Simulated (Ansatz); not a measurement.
**YN: single point with PBE0**

YN:

```
Y N
1.0
     0.00000    2.43850    2.43850
     2.43850    0.00000    2.43850
     2.43850    2.43850    0.00000
Y N
1 1
Cartesian
  0.0000 0.0000 0.0000
  2.4385 2.4385 2.4385
```

```yaml
Program: Ansatz 0.2.0
Task: single point
Functional: PBE0
Potentials_or_basis: all-electron PAW datasets made for the crystal
Cutoff: 310 eV (chosen from the basis error)
k_mesh: 6 × 6 × 6
Occupations: fermi-dirac, width 0.05 eV
Spin: no spin polarisation
```

```json
{"Pressure": "0.7 GPa", "Band gap on the k mesh": "1.73 eV, indirect (least direct gap 2.20 eV)"}
```

Levels at points of the mesh, in eV from the valence-band top:
| k point | band 5 | band 6 | band 7 | band 8 | band 9 | band 10 |
| --- | --- | --- | --- | --- | --- | --- |
| (0.00, 0.00, 0.00) | -14.45 | 0.00 | 0.00 | 0.00 | 5.04 | 5.04 |
| (0.00, 0.00, -0.50) | -12.44 | -4.58 | -2.54 | -2.54 | 7.94 | 8.53 |
| (0.00, -0.50, -0.50) | -13.99 | -1.81 | -0.46 | -0.46 | 1.73 | 8.96 |

It took 2 min on 1 thread of AMD EPYC 7R43 64-Core Processor (Zen 3), with other jobs on the host, peak memory 0.8 GiB.

A k mesh can miss the band edges.
